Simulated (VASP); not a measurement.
Crystal: Rh.

```
CELL_PARAMETERS angstrom
0.00000 1.89785 1.89785
1.89785 0.00000 1.89785
1.89785 1.89785 0.00000
ATOMIC_POSITIONS crystal
Rh 0.00000 0.00000 0.00000
```

Base run:

- Program: VASP 6.6.1
- Functional: PBE
- Potentials or basis: VASP PAW PBE potentials, release 54 (Rh_pv)
- Cutoff: 520 eV
- k mesh: 12 × 12 × 12
- Occupations: gaussian, width 0.05 eV
- Spin: no spin polarisation

Its results: band gap on the k mesh none (metal or under the smearing width); pressure 7.3 GPa.

Task: The run is repeated on the same cell with these changes: functional from PBE to LDA; potentials or basis from VASP PAW PBE potentials, release 54 (Rh_pv) to VASP PAW LDA potentials, release 64 (Rh_pv). What comes out?

Result: Band gap on the k mesh none (metal or under the smearing width); pressure -9.1 GPa.
